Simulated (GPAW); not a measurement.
MgTe:

```xyz
2
Lattice="0.0000 3.2320 3.2320 3.2320 0.0000 3.2320 3.2320 3.2320 0.0000" Properties=species:S:1:pos:R:3 pbc="T T T"
Te    1.6160    1.6160    1.6160
Mg    0.0000    0.0000    0.0000
```

The cell comes from a database or a generator and needn't be the stable form of this composition.

Base run:

| Item | Value |
| --- | --- |
| Program | GPAW 26.7.0 |
| Functional | PBEsol |
| Potentials or basis | PAW data sets generated in the run's folder for this functional |
| Cutoff | 600 eV |
| Basis | pw |
| k mesh | 6 × 6 × 6 |
| Occupations | fermi-dirac, width 0.05 eV |
| Spin | no spin polarisation |

Its results: band gap on the k mesh 2.31 eV, direct; pressure -0.4 GPa.

Task: The run is repeated on the same cell with these changes: functional from PBEsol to PBE; potentials or basis from PAW data sets generated in the run's folder for this functional to GPAW PAW data sets (gpaw-data 1.2.1). What comes out?

Result: Band gap on the k mesh 2.43 eV, direct; pressure 0.7 GPa.

Caveats: the cutoff is short for stress and forces, so pressures can be off by a GPa or more; spin-orbit coupling is left out, which moves the levels of the heavy elements.

A k mesh can miss the band edges.
